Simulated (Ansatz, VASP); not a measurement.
## Pb: VASP beside Ansatz

```
Pb
1.0
     0.00000    2.47502    2.47502
     2.47502    0.00000    2.47502
     2.47502    2.47502    0.00000
Pb
1
Direct
  0.00000 0.00000 0.00000
```

Alike in both runs: task single point; functional PBE; k mesh 4 × 4 × 4; occupations fermi-dirac, width 0.04 eV; no spin polarisation.

|  | VASP | Ansatz |
| --- | --- | --- |
| version | VASP 6.6.1 | Ansatz 0.2.0 |
| potentials or method | VASP PAW PBE potentials, release 64 (Pb_d), cutoff 520 eV | all-electron LAPW, scalar-relativistic |

```csv
,VASP,Ansatz,Ansatz less VASP
gap on the k mesh at the Fermi level (eV),none,none,-
pressure (GPa),1.8,1.9,+0.06
```

A gap of «none» marks a metal or a gap that the smearing closes. Ansatz ran all-electron here, so the differences hold the error of VASP's frozen core and of both bases.

Caveats: the k mesh is coarse (spacing up to 0.55 Å⁻¹), so the values aren't converged. The runs have no spin-orbit coupling, so splittings on Pb are missing.
